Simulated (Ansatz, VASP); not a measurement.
**Be: VASP beside Ansatz**

```
Be
1.0
    -1.10719    1.10719    1.68443
     1.10719   -1.10719    1.68443
     1.10719    1.10719   -1.68443
Be
1
Direct
  0.00000 0.00000 0.00000
```

Alike in both runs: task single point; functional PBE; k mesh 12 × 12 × 12; occupations gaussian, width 0.1 eV; no spin polarisation.

```csv
,VASP,Ansatz
version,VASP 6.6.1,Ansatz 0.2.0
potentials or method,"VASP PAW PBE potentials, release 64 (Be)","scalar-relativistic, plane waves, PAW"
plane-wave cutoff (eV),520,420
valence electrons in the cell,2,2
```

|  | VASP | Ansatz | Ansatz less VASP |
| --- | --- | --- | --- |
| gap on the k mesh at the Fermi level (eV) | none | none | - |
| pressure (GPa) | -5.1 | -5.2 | -0.13 |
| largest component of the traceless stress (GPa) | 10.78 | 10.78 | -0.001 |

A gap of «none» marks a metal or a gap that the smearing closes.
